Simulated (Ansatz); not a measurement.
# Nb (Fm-3m) in Ansatz: further runs

The runs below take Nb through single point, equation of state, with PBEsol.

Program: Ansatz 0.2.0. These are calculated values, not measurements. Logs are shortened: lines on timing, memory, paths and dates and some standing lists are left out, and cuts for length are marked.

### 1 The structure

It takes space group Fm-3m (No. 225, cubic). The conventional cell has a = 4.230 Å, b = 4.230 Å, c = 4.230 Å, α = 90.00°, β = 90.00°, γ = 90.00°. Around Nb (site symmetry m-3m) lie 12 Nb at 2.99 Å.

This isn't the form of Nb at room conditions, which is bcc.

### 2 Single point, PBEsol, 17.79 Å³/atom (volume scaled by 0.94)

input.yaml

```yaml
crystal:
  lattice:
    - [0.0, 2.0718246199, 2.0718246199]
    - [2.0718246199, 0.0, 2.0718246199]
    - [2.0718246199, 2.0718246199, 0.0]
  atoms:
    - { symbol: Nb, position: [0.0, 0.0, 0.0] }
hamiltonian:
  xc: pbesol
  pseudopotentials: { kind: paw, source: jth, xc_functional: pbe }
kpoints:
  mp_grid: { grid: [11, 11, 11] }
scf:
  occupations: { method: fermi_dirac, width: 0.05 }
output:
  forces: true
  stress: true
  eigenvalues: true
```

Potentials or basis: JTH PAW.

Launch:

```sh
$ ansatz run input.yaml --threads 2 --pin off --max-ram 5632MiB --backend cpu --events-out ev --progress --plain --runs-dir out
```

Output:

```text
Warning: the checks of this Nb dataset prove no rule for summing its radial tables, as where they were carried onto another mesh than they were made on, and Gregory's rule is taken, under which a leading mesh point left out moves its sums only by what lay on the interval it spanned. That does not make them correct, and they differ from Quantum ESPRESSO's on this file; a re-export a fraction of a mesh step off can move them. hamiltonian.pseudopotentials.radial_quadrature: simpson_from_first_knot sums it by `pw.x`'s rule; on a PAW file no value gives `pw.x`'s numbers. What more to know: hamiltonian.pseudopotentials.radial_quadrature, in the input reference
Warning: RAYON_NUM_THREADS=2 ignored (pool sized by the plan → 2); use --threads N
Engine: ansatz 0.2.0, x86_64-unknown-linux-gnu
Pseudopotentials: kind: paw
Pseudopotential: Nb, paw, valence charge 13, recommended cutoff 1170 eV (normal), Nb.paw.azcp
Functional definition: PBEsol
  exchange = pbesol_x
  correlation = pbesol_c
Crystal: 1 atoms, lattice volume = 17.786 Å³
Basis set: ecut = 1170 eV, 1639 PW (Γ), exchange–correlation on 72×72×72 points (8 copies of the dense FFT grid, shifted against one another)
Bands: 11, of which v1, the nominal top of the filled ones, is band 7 counted from 1 (6 counted from 0)
Symmetry: 48 space group operations
Space group: Fm-3m (ITA 225), of the structure as read, at distance tolerance 2.6e-5 Å
k-points: 56 of 1331
Non-local potential: Nb, projectors of the file, l = 0: 2, l = 1: 2, l = 2: 2
PAW form: soft (Blöchl's): semilocal exchange-correlation on the pseudo side does not see the compensation charge
PAW frozen core: Nb, regenerated for the run's functional, and the local potential with it (the file was generated under x = pbe(κ = 0.804, μ = 0.2195149727645171), c = pbe(β = 0.06672455060314922))
PAW one-centre angular grid: Nb, 590 points (default); XC on 64 Gauss nodes
Initial density: superposition of atomic densities (chi_scale 0.1, normalization cell)
Initial wavefunctions: pseudopotential atomic-orbital guess
Functional: x = pbesol(κ = 0.804, μ = 0.12345679012345678), c = pbesol(β = 0.046)
SCF iter   1: F=—  HF=-4491.433414 eV  |F-HF|=—  |Δ(HF+E_count)|=         —  Δρ=8.68e-2  dr2=1.55e0  ethr=3.10e-3  ⟨swp⟩=7.6  Hψ=5272  notcnv=0
preconditioner: auto → none  [metal: Δε(μ)=0.009 eV  Ē_g=7.857 eV  σ=0.050 eV  W_gap=0.05  n_scr=0 (ndim 8)  ℏωp=19.7 eV  f_vac=0.000  D(μ)=1.31/eV (n_scr^D=14)]
SCF iter   2: F=—  HF=-4490.885752 eV  |F-HF|=—  |Δ(HF+E_count)|=   5.48e-1  Δρ=2.46e-2  dr2=5.26e-2  ethr=3.10e-3  ⟨swp⟩=2.6  Hψ=1652  notcnv=0  defer=5
SCF iter   3: F=—  HF=-4490.872554 eV  |F-HF|=—  |Δ(HF+E_count)|=   1.32e-2  Δρ=9.69e-3  dr2=6.58e-3  ethr=4.04e-4  ⟨swp⟩=2.0  Hψ=833  notcnv=0  defer=5
SCF iter   4: F=—  HF=-4490.871303 eV  |F-HF|=—  |Δ(HF+E_count)|=   1.25e-3  Δρ=4.74e-4  dr2=8.68e-6  ethr=5.06e-5  ⟨swp⟩=2.0  Hψ=924  notcnv=0  defer=5
SCF iter   5: F=—  HF=-4490.871322 eV  |F-HF|=—  |Δ(HF+E_count)|=   1.84e-5  Δρ=3.76e-5  dr2=1.00e-7  ethr=6.67e-8  ⟨swp⟩=3.4  Hψ=1130  notcnv=0  defer=5
SCF iter   6: F=-4490.871322 eV  HF=-4490.871322 eV  |F-HF|=1.80e-10  |Δ(HF+E_count)|=   1.01e-8  Δρ=3.42e-6  dr2=5.80e-10  ethr=7.69e-10  ⟨swp⟩=7.1  Hψ=3611  notcnv=0
SCF 1 converged in 6 iterations: F = -4490.871322 eV  dr2 = 5.80e-10
SCF converged after 6 iterations
Free energy (F): -4490.871322 eV
Harris-Foulkes:  -4490.871322 eV  (|F-HF|=1.80e-10)
Internal energy: -4490.860013 eV  (E = F + TS)
E sigma→0 (E₀):  -4490.865667 eV
Entropy (-TS):   -0.011309 eV (-11.309 meV/atom)
Fermi energy:    17.977388 eV
--- Per-component energies (eV) ---
  E_band       = -68.984971
  E_kinetic    = 359.180395
  E_local      = -1030.658410  (includes V_loc(G=0)·N_el)
  E_nonlocal   = 505.279862
  E_hartree    = 235.131138
  E_xc         = -178.965321
  E_vxc        = -211.700022  (∫ρ·V_xc dr)
  E_paw        = -3034.685112  (= ΣΔE_a)
  E_vpaw       = -161.349242  (= ΣTr[D̂ρ^β])
  E_aug_tail   = -0.000008  (compensation charges beyond the density's cutoff)
  E_ewald      = -1346.330855
  E_core_change = 0.188299  (= ΣΔE_core)
  E_smearing   = -0.011309  (= −TS)
  E_closure    = 0.000000  (closes the sum)
  Σ components = -4490.871322   (vs F -4490.871322, Δ=0.00e0)
--- Forces (eV/Å), atoms counted from 1 ---
  atom   1  Nb    -0.00000000     0.00000000     0.00000000
  max |Σ_I F_I| component: 5.75e-32 eV/Å
--- Stress (GPa, compression-positive) ---
        2.894895      -0.000000       0.000000
       -0.000000       2.894895      -0.000000
       -0.000000      -0.000000       2.894895
  P = ⅓ Tr σ = 2.8949 GPa (28.949 kbar)
--- Band table (eV; the first three rows and the last of 56) ---
  k-point 0: bands = ["-36.6552", "-11.9661", "-11.9661", "-11.9661", "11.6227", "18.0327", "18.0327", "18.0327", "20.8312", "20.8312", "29.8078"]
  k-point 1: bands = ["-36.6363", "-12.0873", "-11.9809", "-11.9809", "11.9458", "17.7857", "18.1786", "18.1786", "20.7001", "20.7001", "30.4545"]
  k-point 2: bands = ["-36.5851", "-12.4044", "-12.0203", "-12.0203", "12.7840", "17.3264", "18.4353", "18.4353", "20.5880", "20.5880", "31.2919"]
  k-point 55: bands = ["-36.3335", "-12.9378", "-12.8620", "-12.4622", "15.1296", "16.3629", "17.2174", "20.0267", "23.3418", "27.9033", "28.5778"]
```

Run time: 0.74 s. Hardware: 2 threads of Intel Xeon 6975P-C (Granite Rapids), shared host; peak memory 0.36 GiB.

What came out:

```yaml
Free_energy: -4490.8713 eV
Pressure: 2.9 GPa
Band_gap_on_the_k_mesh: none (metal or under the smearing width)
```

### 3 Single point, PBEsol, 18.16 Å³/atom (volume scaled by 0.96)

input.yaml: that of step 2 with these lines changed.

```diff
@@ -2,5 +2,5 @@
   lattice:
-    - [0.0, 2.0718246199, 2.0718246199]
-    - [2.0718246199, 0.0, 2.0718246199]
-    - [2.0718246199, 2.0718246199, 0.0]
+    - [0.0, 2.0864154149, 2.0864154149]
+    - [2.0864154149, 0.0, 2.0864154149]
+    - [2.0864154149, 2.0864154149, 0.0]
   atoms:
@@ -18 +18,5 @@
   eigenvalues: true
+  write_density: true
+  write_potential: true
+  elf: true
+  volumetric_format: npy
```

Potentials or basis: JTH PAW.

Launch:

```sh
$ ansatz run input.yaml --threads 2 --pin off --max-ram 5632MiB --backend cpu --events-out ev --progress --plain --runs-dir out
```

It took 1.1 s on 2 threads of Intel Xeon 6975P-C (Granite Rapids), shared host; peak memory 0.37 GiB.

The run converged. Its results:

```yaml
Free_energy: -4490.8736 eV
Pressure: -0.9 GPa
Band_gap_on_the_k_mesh: none (metal or under the smearing width)
```

### 4 Single point, PBEsol, 18.54 Å³/atom (volume scaled by 0.98)

input.yaml

```yaml
crystal:
  lattice:
    - [0.0, 2.1008049414, 2.1008049414]
    - [2.1008049414, 0.0, 2.1008049414]
    - [2.1008049414, 2.1008049414, 0.0]
  atoms:
    - { symbol: Nb, position: [0.0, 0.0, 0.0] }
hamiltonian:
  xc: pbesol
  pseudopotentials: { kind: paw, source: jth, xc_functional: pbe }
kpoints:
  mp_grid: { grid: [11, 11, 11] }
scf:
  occupations: { method: fermi_dirac, width: 0.05 }
output:
  forces: true
  stress: true
  eigenvalues: true
```

Launch:

```sh
$ ansatz run input.yaml --threads 2 --pin off --max-ram 5632MiB --backend cpu --events-out ev --progress --plain --runs-dir out
```

Wall time 0.79 s (2 threads of Intel Xeon 6975P-C (Granite Rapids), shared host); peak memory 0.36 GiB.

It converged, with:

```
Free energy            : -4490.8673 eV
Pressure               : -4.4 GPa
Band gap on the k mesh : none (metal or under the smearing width)
```

### 5 Single point, PBEsol, 18.92 Å³/atom

input.yaml: that of step 4 with these lines changed.

```diff
@@ -2,5 +2,5 @@
   lattice:
-    - [0.0, 2.1008049414, 2.1008049414]
-    - [2.1008049414, 0.0, 2.1008049414]
-    - [2.1008049414, 2.1008049414, 0.0]
+    - [0.0, 2.115, 2.115]
+    - [2.115, 0.0, 2.115]
+    - [2.115, 2.115, 0.0]
   atoms:
```

Launch:

```sh
$ ansatz run input.yaml --threads 2 --pin off --max-ram 5632MiB --backend cpu --events-out ev --progress --plain --runs-dir out
```

Wall time 0.94 s (2 threads of Intel Xeon 6975P-C (Granite Rapids), shared host); peak memory 0.36 GiB.

The run converged. Its results:

* Free energy: -4490.8533 eV
* Pressure: -7.5 GPa
* Band gap on the k mesh: none (metal or under the smearing width)

### 6 Single point, PBEsol, 19.30 Å³/atom (volume scaled by 1.02)

input.yaml: that of step 5 with these lines changed.

```diff
@@ -2,5 +2,5 @@
   lattice:
-    - [0.0, 2.115, 2.115]
-    - [2.115, 0.0, 2.115]
-    - [2.115, 2.115, 0.0]
+    - [0.0, 2.1290070307, 2.1290070307]
+    - [2.1290070307, 0.0, 2.1290070307]
+    - [2.1290070307, 2.1290070307, 0.0]
   atoms:
```

Potentials or basis: JTH PAW.

Launch:

```sh
$ ansatz run input.yaml --threads 2 --pin off --max-ram 5632MiB --backend cpu --events-out ev --progress --plain --runs-dir out
```

It took 0.84 s on 2 threads of Intel Xeon 6975P-C (Granite Rapids), shared host; peak memory 0.37 GiB.

The run converged. Its results:

```yaml
Free_energy: -4490.8323 eV
Pressure: -10.3 GPa
Band_gap_on_the_k_mesh: none (metal or under the smearing width)
```

### 7 Single point, PBEsol, 19.68 Å³/atom (volume scaled by 1.04)

input.yaml: that of step 6 with these lines changed.

```diff
@@ -2,5 +2,5 @@
   lattice:
-    - [0.0, 2.1290070307, 2.1290070307]
-    - [2.1290070307, 0.0, 2.1290070307]
-    - [2.1290070307, 2.1290070307, 0.0]
+    - [0.0, 2.1428321391, 2.1428321391]
+    - [2.1428321391, 0.0, 2.1428321391]
+    - [2.1428321391, 2.1428321391, 0.0]
   atoms:
```

Launch:

```sh
$ ansatz run input.yaml --threads 2 --pin off --max-ram 5632MiB --backend cpu --events-out ev --progress --plain --runs-dir out
```

It took 0.84 s on 2 threads of Intel Xeon 6975P-C (Granite Rapids), shared host; peak memory 0.37 GiB.

Results (log left out):

* Free energy: -4490.8051 eV
* Pressure: -12.8 GPa
* Band gap on the k mesh: none (metal or under the smearing width)

### 8 Single point, PBEsol, 20.06 Å³/atom (volume scaled by 1.06)

input.yaml: that of step 7 with these lines changed.

```diff
@@ -2,5 +2,5 @@
   lattice:
-    - [0.0, 2.1428321391, 2.1428321391]
-    - [2.1428321391, 0.0, 2.1428321391]
-    - [2.1428321391, 2.1428321391, 0.0]
+    - [0.0, 2.1564811194, 2.1564811194]
+    - [2.1564811194, 0.0, 2.1564811194]
+    - [2.1564811194, 2.1564811194, 0.0]
   atoms:
@@ -18 +18,5 @@
   eigenvalues: true
+  write_density: true
+  write_potential: true
+  elf: true
+  volumetric_format: npy
```

Launch:

```sh
$ ansatz run input.yaml --threads 2 --pin off --max-ram 5632MiB --backend cpu --events-out ev --progress --plain --runs-dir out
```

It took 1.1 s on 2 threads of Intel Xeon 6975P-C (Granite Rapids), shared host; peak memory 0.37 GiB.

Results (log left out):

```yaml
Free_energy: -4490.7722 eV
Pressure: -15.0 GPa
Band_gap_on_the_k_mesh: none (metal or under the smearing width)
```

### 9 Equation of state, PBEsol

Potentials or basis: JTH PAW.

No new run: the results of the series are fitted here.

Results:

| Item | Value |
| --- | --- |
| Equilibrium volume | 18.07 Å³/atom |
| Bulk modulus | 178 GPa |
| Pressure derivative of the bulk modulus | 4.0 |

Energy against volume, from the lowest point:
```csv
volume (Å³/atom),energy (meV/atom)
17.786,2.27
18.165,0.00
18.543,6.28
18.922,20.30
19.300,41.27
19.679,68.51
20.057,101.38
```
